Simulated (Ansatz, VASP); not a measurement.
One calculation of NaI, two programs

INCAR

```
SYSTEM = NaI
ALGO = Normal ; EDIFF = 1E-6
ENCUT = 520 ; ISIF = 2
ISMEAR = 0 ; LASPH = .TRUE.
LCHARG = .FALSE. ; LREAL = .FALSE.
LWAVE = .FALSE. ; NBANDS = 14
NELM = 100 ; PREC = Accurate
SIGMA = 0.01
```

Contents of KPOINTS:

```
k-points
0
G
  6 6 6
  0 0 0
```

POSCAR

```
NaI
1.0
    0.0000000000      3.2297205820      3.2297205820
    3.2297205820      0.0000000000      3.2297205820
    3.2297205820      3.2297205820      0.0000000000
Na I
1 1
Direct
    0.0000000000      0.0000000000      0.0000000000
    0.5000000000      0.5000000000      0.5000000000
```

Input for Ansatz:

```yaml
crystal:
  lattice:
    - [0.0, 3.229720582, 3.229720582]
    - [3.229720582, 0.0, 3.229720582]
    - [3.229720582, 3.229720582, 0.0]
  atoms:
    - { symbol: Na, position: [0.0, 0.0, 0.0] }
    - { symbol: I, position: [0.5, 0.5, 0.5] }
kpoints:
  mp_grid: { grid: [6, 6, 6] }
hamiltonian:
  xc: lda
scf:
  occupations: { method: fixed }
output:
  optics: { e_range: [0, 17], de: 0.05, sigma: 0.1 }
```

Alike in both runs: task single point; functional LDA; k mesh 6 × 6 × 6; no spin polarisation.

|  | VASP | Ansatz |
| --- | --- | --- |
| version | VASP 6.6.1 | Ansatz 0.2.0 |
| potentials or method | VASP PAW LDA potentials, release 64 (Na_pv, I) | plane waves, PAW |
| plane-wave cutoff (eV) | 520 | 420 |
| occupations | gaussian, width 0.01 eV | fixed |
| valence electrons in the cell | 14 | 26 |

|  | VASP | Ansatz | Ansatz less VASP |
| --- | --- | --- | --- |
| gap on the k mesh at the Fermi level (eV) | 3.36 | 3.35 | -0.012 |

The two sets of potentials don't hold the same shells in valence.

Caveats: spin-orbit coupling is left out, which moves the levels of the heavy elements.
